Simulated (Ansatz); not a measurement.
The system is Ca.

```
CELL_PARAMETERS angstrom
3.98000 0.00000 0.00000
-1.99000 3.44678 0.00000
0.00000 0.00000 6.52000
ATOMIC_POSITIONS crystal
Ca 0.66667 0.33333 0.75000
Ca 0.33333 0.66667 0.25000
```

This isn't the form of Ca at room conditions, which is fcc.

Base run:

```yaml
Program: Ansatz 0.2.0
Functional: LDA
Potentials_or_basis: all-electron LAPW, scalar-relativistic
Cutoff: 78 eV
Density_cutoff: 312 eV
Basis_error_allowed: 0.001 eV/atom
k_mesh: 8 × 8 × 4
Occupations: fermi-dirac, width 0.05 eV
Spin: no spin polarisation
```

Its results: pressure -2.3 GPa.

The run is repeated on the same cell with these changes: functional from LDA to PBEsol. What comes out?

Pressure -1.4 GPa.

PBEsol binds less tightly than LDA, so the same cell stands under more pressure.

Caveats: the cell was measured hot, at 723 K.

Not every run made on this cell is shown here.
